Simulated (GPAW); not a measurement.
Write an ASE script for GPAW 26.7.0 that does the following.

* Task: single point
* Functional: PBEsol
* Potentials or basis: PAW data sets generated in the run's folder for this functional
* Cutoff: 600 eV
* Basis: pw
* k mesh: 10 × 10 × 10
* Occupations: fermi-dirac, width 0.05 eV
* Spin: no spin polarisation
* Maxiter: 150

The system is Sn.

```
Sn
1.0
    -2.02919    2.02919    1.66076
     2.02919   -2.02919    1.66076
     2.02919    2.02919   -1.66076
Sn
1
Direct
  0.00000 0.00000 0.00000
```

This isn't the form of Sn at room conditions, which is tetragonal (white tin).

These files were run (other wordings do the same):

run.py

```python
from ase import Atoms
from ase.dft.bandgap import bandgap
from ase.io import write
from ase.units import GPa
from gpaw import GPAW, PW, setup_paths

setup_paths.insert(0, '.')

atoms = Atoms(['Sn'],
              cell=[[-2.029189411, 2.029189411, 1.6607599896],
                    [2.029189411, -2.029189411, 1.6607599896],
                    [2.029189411, 2.029189411, -1.6607599896]],
              scaled_positions=[[0.0, 0.0, 0.0]],
              pbc=True)

calc = GPAW(mode=PW(600),
            xc='PBEsol',
            kpts={'size': (10, 10, 10), 'gamma': True},
            occupations={'name': 'fermi-dirac', 'width': 0.05},
            nbands=14,
            convergence={'density': 1e-05, 'energy': 1e-05},
            maxiter=150,
            txt='gpaw.txt')
atoms.calc = calc
energy = atoms.get_potential_energy()
forces = atoms.get_forces()
stress = atoms.get_stress()
calc.write('gs.gpw')
write('result.traj', atoms)
print(f'Energy: {energy:.6f} eV')
print('Forces (eV/A):')
print(forces.round(4))
print('Stress (GPa):', (stress / GPa).round(3))
print('Fermi level:', round(calc.get_fermi_level(), 4), 'eV')
print(f'Gap: {bandgap(calc)[0]:.4f} eV, direct: {bandgap(calc, direct=True)[0]:.4f} eV')
```

Potentials or basis: PAW data sets generated in the run's folder for this functional, pw.

Command:

```console
$ gpaw-setup -f PBEsol Sn
$ OMP_NUM_THREADS=1 python run.py
```

Results of the run:

```json
{"Pressure": "-2.2 GPa", "Band gap on the k mesh": "none (metal or under the smearing width)"}
```

It took 19 s on 1 thread of Arm Neoverse V1, on a shared host, peak memory 0.16 GiB.
